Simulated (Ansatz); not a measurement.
Runs of Ansatz 0.2.0 on ZnS. It takes space group F-43m (No. 216, cubic). The conventional cell has a = 5.404 Å, b = 5.404 Å, c = 5.404 Å, α = 90.00°, β = 90.00°, γ = 90.00°. Zn (site symmetry -43m) is surrounded by 4 S at 2.34 Å. Around S (site symmetry -43m) lie 4 Zn at 2.34 Å. 

```csv
task,level,cell,points for each segment of the path,gap on the mesh (eV),pressure (GPa),relaxed volume (Å³/atom)
relaxation of cell and atoms,B3LYP,relaxed,-,3.36,0.0,20.76
relaxation of cell and atoms,HSE03,relaxed,-,(c),0.0,(b)
relaxation of cell and atoms,HSEsol,relaxed,-,3.30,0.0,19.31
relaxation of cell and atoms,HSE06,relaxed,-,(a),0.0,19.98
band structure,PBEsol0,as given,4,3.88,-1.8,-
```

Alike in all rows: potentials or basis Ansatz PAW; no spin polarisation; k mesh 5 × 5 × 5; cutoff (eV) 420; smearing fermi-dirac 0.05 eV.

Question: Estimate the missing entries.

Answer: (a) 3.28; (b) 20.02; (c) 3.07.

Caveats: the PAW data sets come from PBE, with cores solved anew for the run's functional, which leaves a small shift of forces and pressure; odd divisions of the mesh miss points on the zone boundary, where band edges often lie, so the gap on the mesh can be too wide (some runs); the plane-wave basis is chosen anew once the cell has moved, so the energies of steps on either side of that aren't comparable (some runs); the thresholds are loose for stress (some runs).

Runs at the PBE level aren't shown here.
